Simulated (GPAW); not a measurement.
## TiSe: relaxation of cell and atoms with PBEsol

Crystal: TiSe.

```
Se Ti
1.0
     3.55900    0.00000    0.00000
    -1.77950    3.08218    0.00000
     0.00000    0.00000    6.22000
Se Ti
2 2
Direct
  0.66667 0.33333 0.75000
  0.33333 0.66667 0.25000
  0.00000 0.00000 0.50000
  0.00000 0.00000 0.00000
```

```json
{
  "Program": "GPAW 26.7.0",
  "Task": "relaxation of cell and atoms",
  "Functional": "PBEsol",
  "Potentials or basis": "PAW data sets generated in the run's folder for this functional",
  "Cutoff": "600 eV",
  "Basis": "pw",
  "k mesh": "6 × 6 × 3",
  "Occupations": "fermi-dirac, width 0.05 eV",
  "Spin": "no spin polarisation",
  "Maxiter": "150",
  "Optimizer": "BFGS",
  "Fmax": "0.02 eV/Å",
  "Max steps": "60",
  "Convergence": "density=1e-05 forces=0.0001"
}
```

- Relaxed volume: 16.50 Å³/atom
- Relaxed cell: a = 3.363 Å, b = 3.363 Å, c = 6.737 Å, α = 90.00°, β = 90.00°, γ = 120.00°
- Space group after relaxing (to 0.05 Å): P6_3/mmc (No. 194)
- Energy gained by relaxing: 61.8 meV/atom
- Ionic steps: 8
- Pressure after relaxing: 0.1 GPa
- Band gap on the k mesh: none (metal or under the smearing width)

The path:
| step | energy change (eV) | largest force (eV/Å) | pressure (GPa) | volume (Å³) |
| --- | --- | --- | --- | --- |
| 1 | 0.0000 | 0.0000 | -0.78 | 68.23 |
| 2 | -0.0080 | 0.0000 | -0.75 | 68.17 |
| 3 | -0.2116 | 0.0000 | -0.16 | 66.69 |
| 4 | -0.2147 | 0.0000 | 0.77 | 65.28 |
| 5 | -0.2465 | 0.0000 | 0.17 | 66.03 |
| 6 | -0.2469 | 0.0000 | 0.19 | 65.96 |
| 7 | -0.2470 | 0.0000 | 0.17 | 65.97 |
| 8 | -0.2471 | 0.0000 | 0.10 | 66.00 |

Final structure:
```
Se Ti
1.0
     3.36319    0.00000    0.00000
    -1.68160    2.91261    0.00000
     0.00000    0.00000    6.73737
Se Ti
2 2
Direct
  0.66667 0.33333 0.75000
  0.33333 0.66667 0.25000
  0.00000 0.00000 0.50000
  0.00000 0.00000 0.00000
```

Levels at points of the mesh, in eV from the Fermi level:
```
           k point  band 14  band 15  band 16  band 17  band 18  band 19  band 20  band 21  band 22  band 23
(0.00, 0.00, 0.00)    -2.97    -2.02    -0.72    -0.72    -0.13    -0.13     0.11     0.11     1.22     1.22
(0.50, 0.50, 0.00)    -4.62    -3.85    -2.50    -1.83    -0.88     0.69     1.75     1.88     1.95     2.02
```

Run time: 2.7 min on 1 thread of Arm Neoverse V2 (shared host), peak memory 0.28 GiB.

Caveat: later steps reuse the first step's grids.
